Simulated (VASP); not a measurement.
PbO (Litharge): band structure with PBE

PbO (Litharge):

```
Pb O
1.0
     3.99000    0.00000    0.00000
     0.00000    3.99000    0.00000
     0.00000    0.00000    5.01000
Pb O
2 2
Cartesian
  1.9950 0.0000 3.8076
  0.0000 1.9950 1.2024
  1.9950 1.9950 0.0000
  0.0000 0.0000 0.0000
```

```
Program                : VASP 6.6.1
Task                   : band structure
Functional             : PBE
Potentials or basis    : VASP PAW PBE potentials, release 64 (Pb_d, O)
Cutoff                 : 520 eV
k mesh                 : 8 × 8 × 6
Occupations            : gaussian, width 0.02 eV
Spin                   : no spin polarisation
Ladder                 : gaps
Further INCAR settings : ALGO = Fast; EDIFF = 1e-06; NBANDS = 28
```

```
Pressure                : 3.0 GPa
Largest force           : 0.028 eV/Å
Band gap on the k mesh  : 1.16 eV, indirect (least direct gap 2.11 eV)
Band gap along the path : 1.15 eV, indirect (least direct gap 2.11 eV)
```

Forces on the atoms (eV/Å):
```
Pb   0.000  0.000 -0.028
Pb   0.000  0.000  0.028
O    0.000  0.000  0.000
O    0.000  0.000  0.000
```

Stress tensor (GPa, compression positive):
```
3.44 0.00 0.00
0.00 3.44 0.00
0.00 0.00 2.26
```

Levels at the corners of the path, in eV from the valence-band top:
```
point  band 16  band 17  band 18  band 19  band 20  band 21  band 22  band 23  band 24  band 25
    Γ    -4.16    -1.65    -1.57    -1.57    -0.01     2.41     5.54     5.54     5.60     6.62
    X    -3.12    -2.91    -2.91    -1.64    -1.64     3.38     3.38     6.61     6.61     6.63
    X    -3.12    -2.91    -2.91    -1.64    -1.64     3.38     3.38     6.61     6.61     6.63
    M    -3.33    -1.66    -1.66    -0.96    -0.96     1.15     1.15     5.26     5.26     7.86
    M    -3.33    -1.66    -1.66    -0.96    -0.96     1.15     1.15     5.26     5.26     7.86
    Γ    -4.16    -1.65    -1.57    -1.57    -0.01     2.41     5.54     5.54     5.60     6.62
    Γ    -4.16    -1.65    -1.57    -1.57    -0.01     2.41     5.54     5.54     5.60     6.62
    Z    -4.00    -1.69    -1.60    -1.60    -0.94     2.03     3.94     3.94     4.23     8.67
    Z    -4.00    -1.69    -1.60    -1.60    -0.94     2.03     3.94     3.94     4.23     8.67
    R    -3.60    -2.87    -2.87    -0.98    -0.98     3.08     3.08     6.24     6.24     7.37
    R    -3.60    -2.87    -2.87    -0.98    -0.98     3.08     3.08     6.24     6.24     7.37
    A    -3.81    -2.26    -2.26    -0.96    -0.96     3.41     3.41     4.76     4.76     5.75
    A    -3.81    -2.26    -2.26    -0.96    -0.96     3.41     3.41     4.76     4.76     5.75
    Z    -4.00    -1.69    -1.60    -1.60    -0.94     2.03     3.94     3.94     4.23     8.67
    X    -3.12    -2.91    -2.91    -1.64    -1.64     3.38     3.38     6.61     6.61     6.63
    R    -3.60    -2.87    -2.87    -0.98    -0.98     3.08     3.08     6.24     6.24     7.37
    M    -3.33    -1.66    -1.66    -0.96    -0.96     1.15     1.15     5.26     5.26     7.86
    A    -3.81    -2.26    -2.26    -0.96    -0.96     3.41     3.41     4.76     4.76     5.75
```

It took 110 s on 1 thread of Intel(R) Xeon(R) 6975P-C (Granite Rapids), with other jobs on the host, peak memory 0.32 GiB.

Caveat: spin-orbit coupling is left out, which as a rule narrows the gap of such compounds by several tenths of an eV. A hybrid or GW would open this gap; PBE tends to underestimate it.
